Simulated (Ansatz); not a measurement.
The elements of this relaxed trial crystal are hidden behind letters.

```
lattice vectors (Å)
  -4.0424    4.0424    4.0424
   4.0424   -4.0424    4.0424
   4.0424    4.0424   -4.0424
fractional positions
X 0.3215 0.3215 0.3215
X 0.0000 0.0000 0.6785
X 0.0000 0.6785 0.0000
X 0.6785 0.0000 0.0000
Z 0.6738 0.6738 0.6738
Z 0.0000 0.0000 0.3262
Z 0.0000 0.3262 0.0000
Z 0.3262 0.0000 0.0000
```

Level of theory: DFT PBE, scalar-relativistic, plane waves, PAW in Ansatz 0.2.0. Plane waves to 420 eV, a 6×6×6 mesh through Γ for the 8-atom cell and 0.02 eV Gaussian smearing; no spin polarisation.

* Space group: I-43m (No. 217)
* Conventional cell: a = 8.085 Å
* Volume per atom: 33.03 Å³
* Density: 3.63 g/cm³
* Energy over the elements: −0.545 eV/atom
* Gap on the 6×6×6 mesh of the 8-atom cell: 1.50 eV

Energies are uncorrected and count from the elements' standard states at the same level.

**Question.** X is a d-block element of period 5 and Z is a p-block element of period 3. Which elements are they?

**Answer.** X = Cd, Z = S, so the formula is CdS. Density times volume gives a mean mass of 3.63 × 33.03/1.6605 = 72.2 u per atom, and this set has 72.2 u. Among the elements that the hints allow, noble gases aside, only these give it. Cd has 1 S at 2.47 Å and 3 S at 2.62 Å; around S lie 1 Cd at 2.47 Å and 3 Cd at 2.62 Å.

Kohn–Sham gaps at this level usually fall short of measured ones. A later test with randomly moved atoms came back to the same energy, though modes that don't fit the test's cell weren't probed. Another cell of CdS relaxed alike, in P3_221, lies 37 meV/atom lower, so this cell isn't the stable form at this level.
